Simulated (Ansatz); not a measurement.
Crystal: PtS2.

```
Pt S
1.0
     3.54320    0.00000    0.00000
    -1.77160    3.06850    0.00000
     0.00000    0.00000    5.03880
Pt S
1 2
Cartesian
  0.0000 0.0000 0.0000
  1.7716 1.0228 3.8950
  0.0000 2.0457 1.1438
```

```yaml
Program: Ansatz 0.2.0
Task: relaxation of cell and atoms
Functional: PBEsol
Potentials_or_basis: Ansatz PAW
Cutoff: "420 eV (not typed: the program's choice for these potentials)"
k_mesh: 9 × 9 × 5
Occupations: fermi-dirac, width 0.05 eV
Spin: no spin polarisation
```

At the start: volume 18.26 Å³/atom.

Task: How do energy, volume and symmetry change on relaxing?

Result: It ends after 7 steps and the volume is 17.52 Å³/atom (-4.0 %); space group P-3m1 (No. 164, to 0.05 Å).

The path:
| step | energy change (eV) | largest force (eV/Å) | volume (Å³) |
| --- | --- | --- | --- |
| 1 | 0.0000 | 0.9519 | 54.78 |
| 2 | -0.0651 | 0.1523 | 54.19 |
| 3 | -0.0697 | 0.0058 | 54.48 |
| 4 | -0.0710 | 0.0210 | 53.98 |
| 5 | -0.0727 | 0.0577 | 52.25 |
| 6 | -0.0731 | 0.0002 | 52.57 |
| 7 | -0.0728 | 0.0002 | 52.57 |

Final structure:
```yaml
crystal:
  lattice:
    - [3.57189, 0.00000, 0.00000]
    - [-1.78595, 3.09335, 0.00000]
    - [0.00000, 0.00000, 4.75790]
  atoms:
    - { symbol: Pt, position: [0.00000, 0.00000, 0.00000] }
    - { symbol: S, position: [0.66667, 0.33333, 0.74847] }
    - { symbol: S, position: [0.33333, 0.66667, 0.25153] }
```

Caveat: the plane-wave basis is chosen anew once the cell has moved, so the energies of steps on either side of that aren't comparable; the PAW data sets come from PBE, with cores solved anew for the run's functional, which leaves a small shift of forces and pressure.
